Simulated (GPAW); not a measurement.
A run of GPAW 26.7.0:

The input run.py:

```python
from ase import Atoms
from ase.dft.bandgap import bandgap
from ase.io import write
from ase.units import Bohr, GPa
from gpaw import GPAW, PW, setup_paths
from gpaw.elf import elf_from_dft_calculation

setup_paths.insert(0, '.')

atoms = Atoms(['Co', 'O'],
              cell=[[-1.508, 1.508, 2.1072475377],
                    [1.508, -1.508, 2.1072475377],
                    [1.508, 1.508, -2.1072475377]],
              scaled_positions=[[0.0, 0.0, 0.0],
                                [0.5, 0.5, 0.0]],
              pbc=True)
atoms.set_initial_magnetic_moments([2.0, 0.0])

calc = GPAW(mode=PW(800),
            xc='PBEsol',
            kpts={'size': (12, 12, 12), 'gamma': True},
            occupations={'name': 'fermi-dirac', 'width': 0.05},
            nbands=17,
            convergence={'density': 1e-05, 'energy': 1e-05},
            maxiter=150,
            txt='gpaw.txt')
atoms.calc = calc
energy = atoms.get_potential_energy()
forces = atoms.get_forces()
stress = atoms.get_stress()
calc.write('gs.gpw')
write('result.traj', atoms)
print(f'Energy: {energy:.6f} eV')
print('Forces (eV/A):')
print(forces.round(4))
print('Stress (GPa):', (stress / GPa).round(3))
print('Moments:', calc.get_magnetic_moments().round(3))
print('Fermi level:', round(calc.get_fermi_level(), 4), 'eV')
print(f'Gap: {bandgap(calc)[0]:.4f} eV, direct: {bandgap(calc, direct=True)[0]:.4f} eV')

# fields on the real-space grid
write('density.cube', atoms, data=calc.get_pseudo_density() * Bohr**3)
write('potential.cube', atoms, data=calc.get_electrostatic_potential())
write('spin.cube', atoms, data=(calc.get_pseudo_density(spin=0) - calc.get_pseudo_density(spin=1)) * Bohr**3)
write('elf.cube', atoms, data=elf_from_dft_calculation(calc).data)
```

Potentials or basis: PAW data sets generated in the run's folder for this functional, pw.

Launch:

```console
$ gpaw-setup -f PBEsol Co O
$ OMP_NUM_THREADS=1 python run.py
```

Hardware: 1 thread of Arm Neoverse V1, on a shared host.

**Question.** How long does it take, and how much memory?

**Answer.** Run time: 120 s on 1 thread of Arm Neoverse V1, on a shared host, peak memory 0.27 GiB. Counts: scf iterations 13, plane waves 1000, bands 17, k points 163.
